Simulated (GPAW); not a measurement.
# Quasiparticle gap of KI (Fm-3m) in GPAW

Wanted: ground state, empty states, screening and self-energy for KI (Fm-3m).

Method: PBE and many-body steps on it, plane waves, in GPAW 26.7.0.

## Step 1: Set-up

It takes space group Fm-3m (No. 225, cubic). Conventional cell: a = 7.066 Å, b = 7.066 Å, c = 7.066 Å, α = 90.00°, β = 90.00°, γ = 90.00°. Nearest to K lie 6 I at 3.53 Å. Nearest to I lie 6 K at 3.53 Å. Farther neighbours and most contacts between anions are not listed.

Structure file:

```
K I
1.0
     0.00000    3.53277    3.53277
     3.53277    0.00000    3.53277
     3.53277    3.53277    0.00000
K I
1 1
Direct
  0.00000 0.00000 0.00000
  0.50000 0.50000 0.50000
```

The cell and positions come from the Crystallography Open Database and are kept as given unless a step says otherwise. Spin-orbit coupling is left out unless a step names it.

## Step 2: Ground state

This step: GPAW 26.7.0; DFT, PBE, plane waves, PAW.

The ground-state density comes first.

The input, run.py:

```python
import json
import numpy as np
from gpaw.mpi import world
from ase import Atoms
from gpaw import GPAW, PW, FermiDirac

atoms = Atoms(['K', 'I'],
    cell=[[0.0000000000, 3.5327750000, 3.5327750000],
      [3.5327750000, 0.0000000000, 3.5327750000],
      [3.5327750000, 3.5327750000, 0.0000000000]],
    scaled_positions=[[0.0000000000, 0.0000000000, 0.0000000000],
      [0.5000000000, 0.5000000000, 0.5000000000]],
    pbc=(True, True, True))
calc = GPAW(mode=PW(450),
    xc='PBE',
    kpts={'size': (6, 6, 6), 'gamma': True},
    occupations=FermiDirac(0.001),
    nbands=-7,
    convergence={'density': 1e-6, 'bands': -3},
    maxiter=100,
    txt='gs.txt')
atoms.calc = calc
res = {'energy': atoms.get_potential_energy()}
kpts = calc.get_ibz_k_points()
res['kpts'] = kpts
res['eigenvalues'] = [calc.get_eigenvalues(kpt=k) for k in range(len(kpts))]
res['n_electrons'] = calc.get_number_of_electrons()
calc.write('gs.gpw')

if world.rank == 0:
    with open('result.json', 'w') as f:
        json.dump(res, f, default=lambda x: x.tolist())
```

Command:

```console
mpirun -n 4 gpaw python run.py
```

Numbers of over 12 decimals in the logs are rounded to 6 here.

The log of the run:

```text
__  _  _
 | _ |_)|_||  |
 |__||  | ||/\| - 26.7.0

Input parameters:
  mode=PW(ecut=450.000000),
  convergence={'density': 1e-06, 'bands': -3},
  kpts=MonkhorstPack(size=(6, 6, 6), gamma=True),
  maxiter=100,
  nbands=-7,
  occupations=Occupations(name='fermi-dirac', width=0.001, fixmagmom=False),
  xc=XC(name='PBE')
  [... matrices ...]
Diagonalizing LCAO Hamiltonian
Converting LCAO to pw mode

                   I

       K

Atoms  # Å, Bohr magnetons
|   | symbol |        x |        y |        z |    initial magnetic moments |
| 0 |      K | 0.000000 | 0.000000 | 0.000000 | ( 0.0000,  0.0000,  0.0000) |
| 1 |      I | 3.532775 | 3.532775 | 3.532775 | ( 0.0000,  0.0000,  0.0000) |

Unit cell  # Å
| periodic |        x |        y |        z |  lengths |    angles |
|      yes | 0.000000 | 3.532775 | 3.532775 | 4.996098 | 60.000000 |
|      yes | 3.532775 | 0.000000 | 3.532775 | 4.996098 | 60.000000 |
|      yes | 3.532775 | 3.532775 | 0.000000 | 4.996098 | 60.000000 |

Number of symmetries: 48
Symmetry operations  # r_c * U_cc + t_c -> r_c
|    | kind |            matrix            |
|  0 |  σ   |  1, 0, 0,  1, 0,-1,  1,-1, 0 |
|  1 |  C2  |  1, 0, 0,  1,-1, 0,  1, 0,-1 |
|  2 |  E   |  1, 0, 0,  0, 1, 0,  0, 0, 1 |
|  3 |  σ   |  1, 0, 0,  0, 0, 1,  0, 1, 0 |
|  4 |  C4  |  1, 0,-1,  1, 0, 0,  1,-1, 0 |
|  5 |  S6  |  1, 0,-1,  1,-1, 0,  1, 0, 0 |
|  6 |  σ   |  1, 0,-1,  0, 1,-1,  0, 0,-1 |
|  7 |  C3  |  1, 0,-1,  0, 0,-1,  0, 1,-1 |
|  8 |  S6  |  1,-1, 0,  1, 0, 0,  1, 0,-1 |
|  9 |  C4  |  1,-1, 0,  1, 0,-1,  1, 0, 0 |
| 10 |  C3  |  1,-1, 0,  0,-1, 1,  0,-1, 0 |
| 11 |  σ   |  1,-1, 0,  0,-1, 0,  0,-1, 1 |
| 12 |  σ   |  0, 1, 0,  1, 0, 0,  0, 0, 1 |
| 13 |  C4  |  0, 1, 0,  0, 1,-1, -1, 1, 0 |
| 14 |  C3  |  0, 1, 0,  0, 0, 1,  1, 0, 0 |
| 15 |  S6  |  0, 1, 0, -1, 1, 0,  0, 1,-1 |
| 16 |  C2  |  0, 1,-1,  1, 0,-1,  0, 0,-1 |
| 17 |  σ   |  0, 1,-1,  0, 1, 0, -1, 1, 0 |
| 18 |  S4  |  0, 1,-1,  0, 0,-1,  1, 0,-1 |
| 19 |  C4  |  0, 1,-1, -1, 1, 0,  0, 1, 0 |
| 20 |  C3  |  0, 0, 1,  1, 0, 0,  0, 1, 0 |
| 21 |  σ   |  0, 0, 1,  0, 1, 0,  1, 0, 0 |
| 22 |  S6  |  0, 0, 1,  0,-1, 1, -1, 0, 1 |
| 23 |  C4  |  0, 0, 1, -1, 0, 1,  0,-1, 1 |
| 24 |  S4  |  0, 0,-1,  1, 0,-1,  0, 1,-1 |
| 25 |  C3  |  0, 0,-1,  0, 1,-1,  1, 0,-1 |
| 26 |  C2  |  0, 0,-1,  0,-1, 0, -1, 0, 0 |
| 27 |  S6  |  0, 0,-1, -1, 0, 0,  0,-1, 0 |
| 28 |  S4  |  0,-1, 1,  1,-1, 0,  0,-1, 0 |
| 29 |  C4  |  0,-1, 1,  0, 0, 1, -1, 0, 1 |
| 30 |  C2  |  0,-1, 1,  0,-1, 0,  1,-1, 0 |
| 31 |  σ   |  0,-1, 1, -1, 0, 1,  0, 0, 1 |
| 32 |  C3  |  0,-1, 0,  1,-1, 0,  0,-1, 1 |
| 33 |  S6  |  0,-1, 0,  0, 0,-1, -1, 0, 0 |
| 34 |  S4  |  0,-1, 0,  0,-1, 1,  1,-1, 0 |
| 35 |  C2  |  0,-1, 0, -1, 0, 0,  0, 0,-1 |
| 36 |  C2  | -1, 1, 0,  0, 1, 0,  0, 1,-1 |
| 37 |  S6  | -1, 1, 0,  0, 1,-1,  0, 1, 0 |
| 38 |  S4  | -1, 1, 0, -1, 0, 1, -1, 0, 0 |
| 39 |  C3  | -1, 1, 0, -1, 0, 0, -1, 0, 1 |
| 40 |  S6  | -1, 0, 1,  0, 0, 1,  0,-1, 1 |
| 41 |  C2  | -1, 0, 1,  0,-1, 1,  0, 0, 1 |
| 42 |  C3  | -1, 0, 1, -1, 1, 0, -1, 0, 0 |
| 43 |  S4  | -1, 0, 1, -1, 0, 0, -1, 1, 0 |
| 44 |  C2  | -1, 0, 0,  0, 0,-1,  0,-1, 0 |
| 45 |  i   | -1, 0, 0,  0,-1, 0,  0, 0,-1 |
| 46 |  σ   | -1, 0, 0, -1, 1, 0, -1, 0, 1 |
| 47 |  C2  | -1, 0, 0, -1, 0, 1, -1, 1, 0 |

BZ-sampling:
  Number of BZ points: 216
  Number of IBZ points: 16

  Monkhorst-Pack size: [6, 6, 6]
  Monkhorst-Pack shift: [0.083333, 0.083333, 0.083333]

K-points  # in reciprocal-cell coordinates
|     |                                coordinates |     weight |
|   0 | (  0.00000000,   0.00000000,   0.00000000) | 0.00462963 |
|   1 | (  0.16666667,   0.16666667,   0.00000000) | 0.02777778 |
|   2 | (  0.16666667,   0.16666667,   0.16666667) | 0.03703704 |
|   3 | (  0.33333333,   0.16666667,   0.16666667) | 0.05555556 |
|   4 | (  0.33333333,   0.33333333,  -0.33333333) | 0.05555556 |
|   5 | (  0.33333333,   0.33333333,   0.00000000) | 0.02777778 |
|   6 | (  0.33333333,   0.33333333,   0.16666667) | 0.11111111 |
|   7 | (  0.33333333,   0.33333333,   0.33333333) | 0.03703704 |
|   8 | (  0.50000000,   0.33333333,  -0.33333333) | 0.11111111 |
|   9 | (  0.50000000,   0.33333333,  -0.16666667) | 0.05555556 |
| ... |                                            |            |
|  15 | (  0.50000000,   0.50000000,   0.50000000) | 0.01851852 |

Plane wave coefficients: 1932
Cutoff: 450.000000 eV

Spin-components: 1 (collinear spins)
Bands:           15
Projectors:      10
Spin-degeneracy: 2
Datatype:        complex128

  Storage: CPU
  Wave functions: 7_361_280 bytes (1_840_320 per core)
  Projectors: 10_305_792 bytes (2_576_448 per core)
  [... matrices ...]
Parallelization:
  kpt:    4
  domain: 1
  band:   1

Density:
  Valence electrons: 16.0
  Components: 1
  Grid points: [25 25 25]
  Charge: 0.0  # |e|

Potential:
  Grid points: [25 25 25]

species:
  K:
    name:    Potassium
    Z:       19.0
    valence: 9
    core:    10
    charge:  0.0  # [|e|]
    compensation charges:
      type: gauss
      rc: 0.35  # [Å]
      lmax: 2
    cutoffs:
      filter: 1.91  # [Å]
      core: 1.27  # [Å]
    projectors
    | kind |    occ | energy [eV] | rcut [Å] |
    |   3s |  2.000 |     -35.338 |    1.122 |
    |   4s |  1.000 |      -2.319 |    1.122 |
    |   3p |  6.000 |     -18.813 |    1.106 |
    |    p |        |       8.398 |    1.106 |
    |    d |        |       0.000 |    0.937 |

    Using partial waves for K as LCAO basis

  I:
    name:    Iodine
    Z:       53.0
    valence: 7
    core:    46
    charge:  0.0  # [|e|]
    compensation charges:
      type: gauss
      rc: 0.37  # [Å]
      lmax: 2
    cutoffs:
      filter: 2.06  # [Å]
      core: 2.90  # [Å]
    projectors
    | kind |    occ | energy [eV] | rcut [Å] |
    |   5s |  2.000 |     -17.382 |    1.164 |
    |   5p |  5.000 |      -7.088 |    1.164 |
    |    s |        |       9.829 |    1.164 |
    |    p |        |      20.123 |    1.164 |
    |    d |        |       0.000 |    1.164 |

    Using partial waves for I as LCAO basis

Reference energy: -209923.048885  # eV

eigensolver:
  PPCG
  Converge bands: -3
  niter=2

density mixing:
  MSR1-Mixer
  Pratt-step length: 0.05
  Maximum mixing coefficient: 0.75
  Old densities: 10
  SVD Regularization: 0.005
  Good broyden scale: 1.0
  Trust region scale: 1.0
  Backstep threshold: 4.0
  History deletion threshold: 6.0
  Fourier metric: weight=20.0, sigma=0.015

occupation numbers:
  Fermi-Dirac:
    width: 0.0010  # eV

poisson solver:
  ecut: 3600.000000  # eV

xc functional:
  name: PBE with 2 nearest neighbor stencil

Initialization done in: 1.200 s

convergence criteria:
- Maximum integral of absolute [dens]ity change: 1e-06 electrons / valence electron
- Maximum [total energy] change in last 3 cyles: 0.0005 eV / valence electron
- Maximum integral of absolute [eigenst]ate change: 4e-08 eV^2 / valence electron
maximum number of iterations: 100

SCF iterations
|iter     |     time |      energy | eigst |  dens |
|iter:   1|  |   -5.784516 | +1.62 |       |
|iter:   2|  |   -5.774896 | +0.35 | -1.36 |
|iter:   3|  |   -5.707483 | -0.22 | -1.39 |
|iter:   4|  |   -5.709593 | -0.75 | -1.77 |
|iter:   5|  |   -5.710604c| -1.02 | -2.17 |
|iter:   6|  |   -5.710666c| -1.72 | -2.91 |
|iter:   7|  |   -5.710670c| -2.35 | -3.63 |
|iter:   8|  |   -5.710670c| -2.81 | -4.10 |
|iter:   9|  |   -5.710670c| -3.37 | -5.22 |
|iter:  10|  |   -5.710670c| -3.76 | -5.61 |
|iter:  11|  |   -5.710670c| -4.50 | -6.82c|
|iter:  12|  |   -5.710670c| -4.97 | -7.31c|
|iter:  13|  |   -5.710670c| -5.45 | -8.13c|
|iter:  14|  |   -5.710670c| -5.93 | -8.80c|
|iter:  15|  |   -5.710670c| -6.62 | -9.80c|
|iter:  16|  |   -5.710670c| -7.18 |-10.19c|
|iter:  17|  |   -5.710670c| -7.80c|-10.52c|

Converged in 17 steps
SCF loop duration: 2.749 s (0.162 s/step)
Energy contributions relative to reference atoms: (reference = -209923.048885)
  [... matrices ...]
Energy contributions:
  Kinetic:           5.203088
  Coulomb:          -4.496480
  Zero:             -0.651116
  External:          0.000000
  Xc:               -5.766162
  Entropy:          -0.000000
  Spinorbit:         0.000000
  ----------------------------
  Free energy:      -5.710670
  Extrapolated:     -5.710670

dipole moment: (-25.748593, -25.748593, -25.748593)  # |e|*Ang

Fermi level: 2.227
Eigenvalues  # (at kpt = [0.000, 0.000, 0.000])
| band index |      eig [eV] | occ [0-2] |
|          0 |       -28.001 |     2.000 |
|          1 |       -11.520 |     2.000 |
|          2 |       -11.520 |     2.000 |
|          3 |       -11.520 |     2.000 |
|          4 |       -10.004 |     2.000 |
|          5 |         0.472 |     2.000 |
|          6 |         0.472 |     2.000 |
|          7 |         0.472 |     2.000 |
|          8 |         4.449 |     0.000 |
|          9 |         6.979 |     0.000 |
|         10 |         6.979 |     0.000 |
|         11 |         6.979 |     0.000 |
|         12 |         7.692 |     0.000 |
|         13 |         7.692 |     0.000 |
|         14 |        10.333 |     0.000 |

Gap: 3.977 eV
Transition (v -> c):
  (s=0, k=0, n=7, [0.00, 0.00, 0.00]) -> (s=0, k=0, n=8, [0.00, 0.00, 0.00])
No difference between direct/indirect transitions
# Writing to gs.gpw (mode='')
  [... matrices ...]
```

Elapsed: 5.9 s, on 4 MPI ranks of Intel Xeon 6975P-C (Granite Rapids), shared host; peak memory 0.67 GiB.

Numbers from this step:

| Quantity | Value |
| --- | --- |
| total energy | -5.711 eV |
| gap | 3.977 eV |
| k of the valence top | 0, 0, 0 |
| k of the conduction bottom | 0, 0, 0 |
| least direct gap | 3.977 eV |

The gap is direct, at Γ.

## Step 3: Bands along the symmetry lines

Levels along a band path, at the cheap level, show where the edges lie and whether the meshes to come will hold them.

The input, run.py:

```python
import json
import numpy as np
from gpaw.mpi import world
from gpaw import GPAW

path = [[0.000000, 0.000000, 0.000000],
    [0.062500, 0.000000, 0.062500],
    [0.125000, 0.000000, 0.125000],
    [0.187500, 0.000000, 0.187500],
    [0.250000, 0.000000, 0.250000],
    [0.312500, 0.000000, 0.312500],
    [0.375000, 0.000000, 0.375000],
    [0.437500, 0.000000, 0.437500],
    [0.500000, 0.000000, 0.500000],
    [0.515625, 0.031250, 0.515625],
    [0.531250, 0.062500, 0.531250],
    [0.546875, 0.093750, 0.546875],
    [0.562500, 0.125000, 0.562500],
    [0.578125, 0.156250, 0.578125],
    [0.593750, 0.187500, 0.593750],
    [0.609375, 0.218750, 0.609375],
    [0.625000, 0.250000, 0.625000],
    [0.375000, 0.375000, 0.750000],
    [0.328125, 0.328125, 0.656250],
    [0.281250, 0.281250, 0.562500],
    [0.234375, 0.234375, 0.468750],
    [0.187500, 0.187500, 0.375000],
    [0.140625, 0.140625, 0.281250],
    [0.093750, 0.093750, 0.187500],
    [0.046875, 0.046875, 0.093750],
    [0.000000, 0.000000, 0.000000],
    [0.062500, 0.062500, 0.062500],
    [0.125000, 0.125000, 0.125000],
    [0.187500, 0.187500, 0.187500],
    [0.250000, 0.250000, 0.250000],
    [0.312500, 0.312500, 0.312500],
    [0.375000, 0.375000, 0.375000],
    [0.437500, 0.437500, 0.437500],
    [0.500000, 0.500000, 0.500000],
    [0.500000, 0.468750, 0.531250],
    [0.500000, 0.437500, 0.562500],
    [0.500000, 0.406250, 0.593750],
    [0.500000, 0.375000, 0.625000],
    [0.500000, 0.343750, 0.656250],
    [0.500000, 0.312500, 0.687500],
    [0.500000, 0.281250, 0.718750],
    [0.500000, 0.250000, 0.750000],
    [0.500000, 0.218750, 0.718750],
    [0.500000, 0.187500, 0.687500],
    [0.500000, 0.156250, 0.656250],
    [0.500000, 0.125000, 0.625000],
    [0.500000, 0.093750, 0.593750],
    [0.500000, 0.062500, 0.562500],
    [0.500000, 0.031250, 0.531250],
    [0.500000, 0.000000, 0.500000]]
calc = GPAW('gs.gpw').fixed_density(kpts=path,
    symmetry='off',
    nbands=18,
    convergence={'bands': 14},
    txt='bands.txt')
res = {}
kpts = calc.get_ibz_k_points()
res['kpts'] = kpts
res['eigenvalues'] = [calc.get_eigenvalues(kpt=k) for k in range(len(kpts))]
res['n_electrons'] = calc.get_number_of_electrons()

if world.rank == 0:
    with open('result.json', 'w') as f:
        json.dump(res, f, default=lambda x: x.tolist())
```

Command:

```console
mpirun -n 4 gpaw python run.py
```

The log of the run:

```text
Diagonalizing LCAO Hamiltonian
Converting LCAO to pw mode
convergence criteria:
- Maximum integral of absolute [eigenst]ate change: 4e-08 eV^2 / valence electron
maximum number of iterations: 100

SCF iterations
|iter     |     time |      energy | eigst |  dens |
|iter:   1|  |             | +2.00 |       |
|iter:   2|  |             | +1.03 |       |
|iter:   3|  |             | +0.21 |       |
[...]
|iter:  11|  |             | -6.63 |       |
|iter:  12|  |             | -7.12 |       |
|iter:  13|  |             | -7.57c|       |
SCF steps: 13
  __  _  _
 | _ |_)|_||  |
 |__||  | ||/\| - 26.7.0

Input parameters:
  mode=PW(ecut=450.000000),
  convergence={'bands': 14},
  gpts=array([25, 25, 25]),
  kpts=KPoints(kpts=array([[0.      , 0.      , 0.      ],
         [0.0625  , 0.      , 0.0625  ],
         [0.125   , 0.      , 0.125   ],
         [0.1875  , 0.      , 0.1875  ],
[...]
[0.515625, 0.03125 , 0.515625],
[...]
[0.546875, 0.09375 , 0.546875],
[...]
[0.578125, 0.15625 , 0.578125],
[...]
[0.609375, 0.21875 , 0.609375],
[...]
[0.328125, 0.328125, 0.65625 ],
[...]
[0.234375, 0.234375, 0.46875 ],
[...]
[0.140625, 0.140625, 0.28125 ],
[...]
[0.046875, 0.046875, 0.09375 ],
[...]
[0.5     , 0.0625  , 0.5625  ],
         [0.5     , 0.03125 , 0.53125 ],
         [0.5     , 0.      , 0.5     ]])),
  maxiter=100,
  nbands=18,
  occupations=Occupations(name='fermi-dirac', width=0.001, fixmagmom=False),
  parallel={},
  symmetry=Symmetry(point_group=False, time_reversal=False),
  xc=XC(name='PBE')
  [... matrices ...]
timing:  # [seconds]
  Total: 0.042  # ━━━━━━━━━━━━━━━━━━━━━━━━━━━━━━━━━━━━━━━━━━━━━━━━━━━━━━━━━━━
```

It took 9.1 s on 4 MPI ranks; peak memory 0.71 GiB.

Numbers from this step:

```yaml
gap: 3.977 eV
k_of_the_valence_top: 0, 0, 0
k_of_the_conduction_bottom: 0, 0, 0
least_direct_gap: 3.977 eV
```

The gap is 3.977 eV, as in the run before at this level.

The electronic bands at the labelled points (eV, zero at the top of the highest filled band; v1 is the highest filled band, c1 the lowest empty one):

```csv
point,v4,v3,v2,v1,c1,c2,c3,c4
Γ,-10.48,0.00,0.00,0.00,3.98,6.51,6.51,6.51
halfway,-10.34,-0.78,-0.21,-0.21,5.30,5.54,7.60,7.90
X,-10.33,-1.00,-0.37,-0.37,4.95,5.78,8.09,8.69
halfway,-10.32,-0.96,-0.49,-0.37,5.15,6.02,8.20,8.34
U,-10.28,-0.85,-0.75,-0.38,5.62,6.65,7.63,8.28
jump to K,-10.28,-0.85,-0.75,-0.38,5.62,6.65,7.63,8.28
halfway,-10.30,-0.87,-0.30,-0.24,5.55,6.30,7.21,7.40
Γ,-10.48,0.00,0.00,0.00,3.98,6.51,6.51,6.51
halfway,-10.33,-0.76,-0.17,-0.17,5.07,6.58,7.12,7.12
L,-10.20,-1.32,-0.33,-0.33,5.53,7.72,8.16,8.16
halfway,-10.24,-1.10,-0.54,-0.39,6.05,6.86,7.40,8.27
W,-10.27,-0.73,-0.73,-0.60,6.48,6.48,6.65,8.19
halfway,-10.30,-0.92,-0.48,-0.48,5.37,6.18,7.89,8.31
X,-10.33,-1.00,-0.37,-0.37,4.95,5.78,8.09,8.69
```

The electronic bands as a text plot (rows in eV, shown from -8.0 to 7.2 only):

```
    6.9 |++++             ++++  ++++++++ ++++++      ++++++++
    6.3 |++++          +++ ++++++++++++++++++         +++++++++
    5.6 |    ++++++++++  ++     +              +++++++      ++ ++
    5.0 |    ++++++++++++        ++        ++++               +++
    4.4 | +++                      +++  +++
    3.7 |+                            ++
    3.1 |
    2.5 |
    1.8 |
    1.2 |
    0.6 |
   -0.1 |**********************************************         *
   -0.7 |    **********************        ****     *************
   -1.3 |                                      ********
   -2.0 |
   -2.6 |
   -3.2 |
   -3.9 |
   -4.5 |
   -5.1 |
   -5.8 |
   -6.4 |
   -7.0 |
   -7.7 |
         Γ           X  U|K            Γ         L        W     X
```

## Step 4: Empty states on the mesh, 4×4×4 mesh, 1321 bands

The sums over transitions need many empty states on a uniform mesh; this step solves for them.

The input, run.py:

```python
import json
import numpy as np
from gpaw.mpi import world
from gpaw import GPAW

calc = GPAW('gs.gpw').fixed_density(kpts={'size': (4, 4, 4), 'gamma': True},
    parallel={'domain': 1, 'band': 1},
    txt='nscf.txt')
calc.diagonalize_full_hamiltonian(nbands=1321)
calc.write('full.gpw', mode='all')
res = {}
kpts = calc.get_ibz_k_points()
res['kpts'] = kpts
res['eigenvalues'] = [calc.get_eigenvalues(kpt=k) for k in range(len(kpts))]
res['n_electrons'] = calc.get_number_of_electrons()

if world.rank == 0:
    with open('result.json', 'w') as f:
        json.dump(res, f, default=lambda x: x.tolist())
```

Command:

```console
mpirun -n 4 gpaw python run.py
```

The log of the run:

```text
Diagonalizing LCAO Hamiltonian
Converting LCAO to pw mode
convergence criteria:
- Maximum integral of absolute [eigenst]ate change: 4e-08 eV^2 / valence electron
maximum number of iterations: 100

SCF iterations
|iter     |     time |      energy | eigst |  dens |
|iter:   1|  |             | +1.58 |       |
|iter:   2|  |             | +0.50 |       |
|iter:   3|  |             | -0.15 |       |
[...]
|iter:  25|  |             | -7.01 |       |
|iter:  26|  |             | -7.22 |       |
|iter:  27|  |             | -7.44c|       |
SCF steps: 27
  __  _  _
 | _ |_)|_||  |
 |__||  | ||/\| - 26.7.0

Input parameters:
  mode=PW(ecut=450.000000),
  convergence={'density': 1e-06, 'bands': -3},
  gpts=array([25, 25, 25]),
  kpts=MonkhorstPack(size=(4, 4, 4), gamma=True),
  maxiter=100,
  nbands=15,
  occupations=Occupations(name='fermi-dirac', width=0.001, fixmagmom=False),
  parallel={'domain': 1, 'band': 1},
  xc=XC(name='PBE')
Matrix size: 1924x1924
# Writing to full.gpw (mode='all')
  [... matrices ...]

timing:  # [seconds]
  Total: 13.147  # ━━━━━━━━━━━━━━━━━━━━━━━━━━━━━━━━━━━━━━━━━━━━━━━━━━━━━━━━━━
```

Run time: 18 s. Hardware: 4 MPI ranks; peak memory 2.1 GiB; 72 s of CPU time.

This step gave:

| Property | Result |
| --- | --- |
| gap | 3.977 eV |
| k of the valence top | 0, 0, 0 |
| k of the conduction bottom | 0, 0, 0 |
| least direct gap | 3.977 eV |
| k points computed | 8 |
| lowest point of the top converged band, above the valence top | 342.8103 eV |

On this mesh the gap is 3.977 eV.

(Part 1 of 2 ends here.)

[Paths, hosts, dates, memory and timing lines, banners, echoed tables and standing remarks are left out of the program output.]

[Logs are printed without paths, hosts, clocks, repeated set-up lines and the standing remarks that a program may print on its own settings, such as how far it seeks lower states.]

[Runs of the session that timed out or met a known fault of the program may be left out.]

[Hosts, paths, dates, database ids (printed as entryN), source tags and the programs' standing remarks are cut or masked in the printed files.]
